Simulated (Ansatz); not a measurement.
Runs of Ansatz 0.2.0 on Br. The structure is orthorhombic, space group Cmce (No. 64). Conventional cell: a = 6.726 Å, b = 4.645 Å, c = 8.702 Å, α = 90.00°, β = 90.00°, γ = 90.00°. Br (site symmetry m) has 1 Br at 2.29 Å as nearest neighbours. 

| level | share of exact exchange | gap on the mesh (eV) | pressure (GPa) | largest force (eV/Å) |
| --- | --- | --- | --- | --- |
| PBE0 form with a typed share of exact exchange | 0.1 | 2.64 | (b) | (a) |
| PBE0 form with a typed share of exact exchange | 0.5 | 5.94 | -0.2 | 0.43 |
| PBE0 form with a typed share of exact exchange | 0.35 | 4.67 | 0.4 | 0.09 |
| PBE0 | 0.25 | 3.84 | 0.8 | 0.15 |
| PBE0 form with a typed share of exact exchange | 0.15 | 3.04 | 1.2 | 0.42 |

Alike in all rows: task single point; potentials or basis Ansatz PAW; no spin polarisation; cell as given; k mesh 4 × 4 × 2; cutoff (eV) 420; smearing fermi-dirac 0.05 eV.

Q: Fill in the values left out.

A: (a) 0.56; (b) 1.4.

Caveats: the PAW data sets come from PBE, with cores solved anew for the run's functional, which leaves a small shift of forces and pressure; the thresholds are loose for stress.

A k mesh can miss the band edges, and the runs leave out spin-orbit coupling on Br.
